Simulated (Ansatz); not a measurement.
BN:

```
CELL_PARAMETERS angstrom
0.00000 1.81300 1.81300
1.81300 0.00000 1.81300
1.81300 1.81300 0.00000
ATOMIC_POSITIONS crystal
N 0.25000 0.25000 0.25000
B 0.00000 0.00000 0.00000
```

The cell is a database's computed one.

```yaml
Program: Ansatz 0.2.0
Task: relaxation of cell and atoms
Functional: PBEsol
Dispersion: D3(BJ)
Potentials_or_basis: all-electron LAPW, scalar-relativistic
Basis_error_allowed: 0.001 eV/atom
k_mesh: 13 × 13 × 13
Occupations: fermi-dirac, width 0.05 eV
Spin: no spin polarisation
```

At the start: volume 5.96 Å³/atom.

Q: How do energy, volume and symmetry change on relaxing?

A: Over 5 steps the energy falls by 5.2 meV/atom and the volume is 5.80 Å³/atom (-2.7 %); space group F-43m (No. 216, to 0.05 Å).

Step by step:
```tsv
step	energy change (eV)	largest force (eV/Å)	volume (Å³)
1	0.0000	0.0000	11.92
2	-0.0085	0.0000	11.73
3	-0.0104	0.0000	11.59
4	-0.0104	0.0000	11.60
5	-0.0104	0.0000	11.60
```

Final structure:
```
CELL_PARAMETERS angstrom
0.00000 1.79660 1.79660
1.79660 0.00000 1.79660
1.79660 1.79660 0.00000
ATOMIC_POSITIONS crystal
N 0.25000 0.25000 0.25000
B 0.00000 0.00000 0.00000
```
